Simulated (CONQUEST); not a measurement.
GaAs under changes of volume

One of the cells (22.590 Å³/atom); the others are scaled copies at fixed shape and fractional positions:

```xyz
4
Lattice="3.9978 0.0000 0.0000 0.0000 3.9978 0.0000 0.0000 0.0000 5.6537" Properties=species:S:1:pos:R:3 pbc="T T T"
As    0.0000    1.9989    1.4134
As    1.9989    0.0000    4.2403
Ga    0.0000    0.0000    0.0000
Ga    1.9989    1.9989    2.8268
```

| Item | Value |
| --- | --- |
| Program | CONQUEST 1.3 |
| Functional | PBE |
| Potentials or basis | PseudoDojo NC PBE, DZP, grid of 40 × 40 × 60 points |
| k mesh | 7 × 7 × 5 |
| Occupations | fermi-dirac, width 0.05 eV |
| Spin | no spin polarisation |

```tsv
volume (Å³/atom)	energy over the lowest point (meV/atom)	pressure (GPa)	gap on the mesh (eV)
21.234	72.52	9.7	1.07
21.686	48.00	7.7	0.89
22.138	?	?	?
22.590	15.98	3.9	0.55
23.041	7.06	2.5	0.39
23.493	1.68	1.3	0.24
23.945	0.00	0.0	0.10
```

Question: What does the run at 22.138 Å³/atom give?

Answer: Energy over the lowest point 29.16 meV/atom; pressure 5.6 GPa; gap on the mesh 0.72 eV.

Worked out: A Birch-Murnaghan fit of order 3 (a polynomial in V^(-2/3)) to the other rows has its minimum at 24.00 Å³/atom, just outside them, with B0 = V·E''(V) = 53 GPa and B' = 6.8. It gives 29.45 meV/atom at 22.138 Å³/atom, against the run's 29.16, and -dE/dV = 5.6 GPa, against 5.6.

Energies are extrapolated to zero smearing.

Caveats: an odd mesh through Γ misses points on the zone boundary, where band edges often lie; the basis of atomic orbitals isn't converged, which shifts pressures, moduli and gaps; the real-space grid breaks the cell's symmetry a little. Spin-orbit coupling on As, Ga is left out.
